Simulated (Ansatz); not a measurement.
All numbers below come from DFT PBE, scalar-relativistic, plane waves, PAW in Ansatz. All cells share a 420 eV cutoff and Γ-centred k meshes spaced at most about 0.3 Å⁻¹ (about 0.25 or finer for metals, 2π included). No spin polarisation.

All energies are static (0 K, no zero-point motion).

**Question.** Which of these relaxed structures of CdSe₄ is the lowest in energy?
A.

```cif
data_structure
_symmetry_space_group_name_H-M 'Pm-3m'
_symmetry_Int_Tables_number 221
_cell_length_a 5.1748
_cell_length_b 5.1748
_cell_length_c 5.1748
_cell_angle_alpha 90.000
_cell_angle_beta 90.000
_cell_angle_gamma 90.000
_cell_volume 138.57
loop_
_atom_site_label
_atom_site_type_symbol
_atom_site_symmetry_multiplicity
_atom_site_Wyckoff_symbol
_atom_site_fract_x
_atom_site_fract_y
_atom_site_fract_z
_atom_site_occupancy
Cd1 Cd 1 b 0.50000 0.50000 0.50000 1
Se1 Se 1 a 0.00000 0.00000 0.00000 1
Se2 Se 3 c 0.50000 0.50000 0.00000 1
```

B.

```cif
data_structure
_symmetry_space_group_name_H-M 'P-43m'
_symmetry_Int_Tables_number 215
_cell_length_a 5.0643
_cell_length_b 5.0643
_cell_length_c 5.0643
_cell_angle_alpha 90.000
_cell_angle_beta 90.000
_cell_angle_gamma 90.000
_cell_volume 129.88
loop_
_atom_site_label
_atom_site_type_symbol
_atom_site_symmetry_multiplicity
_atom_site_Wyckoff_symbol
_atom_site_fract_x
_atom_site_fract_y
_atom_site_fract_z
_atom_site_occupancy
Cd1 Cd 1 a 0.00000 0.00000 0.00000 1
Se1 Se 4 e 0.30577 0.30577 0.30577 1
```

C.

```cif
data_structure
_symmetry_space_group_name_H-M 'I4/mmm'
_symmetry_Int_Tables_number 139
_cell_length_a 5.4906
_cell_length_b 5.4906
_cell_length_c 9.3890
_cell_angle_alpha 90.000
_cell_angle_beta 90.000
_cell_angle_gamma 90.000
_cell_volume 283.04
loop_
_atom_site_label
_atom_site_type_symbol
_atom_site_symmetry_multiplicity
_atom_site_Wyckoff_symbol
_atom_site_fract_x
_atom_site_fract_y
_atom_site_fract_z
_atom_site_occupancy
Cd1 Cd 2 a 0.00000 0.00000 0.00000 1
Se1 Se 4 e 0.00000 0.00000 0.37676 1
Se2 Se 4 c 0.00000 0.50000 0.00000 1
```

**Answer.** C. The next of these, B, lies 273 meV/atom higher. Forms: C I4/mmm; B P-43m; A Pm-3m. Counting Se atoms around Cd (those within 1.25 times the shortest such distance or 1.15 times the sum of covalent radii): C has Cd 4; B has Cd 4; A has Cd 6. C holds Se–Se pairs (shortest 2.31 Å) (bonds between like non-metal atoms; other contacts aren't counted). All come from invented guesses. The lowest form computed isn't among them: it has space group I4/m (No. 87), 30.3 Å³/atom and lies 236 meV/atom below the best shown. Even the lowest of the cells shown lies +0.23 eV/atom against the elements.

Weakly bound directions are ill-defined at this level, which has no dispersion term (I4/mmm), and this can change margins and order among such cells. Cells relaxed within their symmetry can be saddle points. Some structure types and database cells were kept out of the candidates from the start, so a known form may be missing.
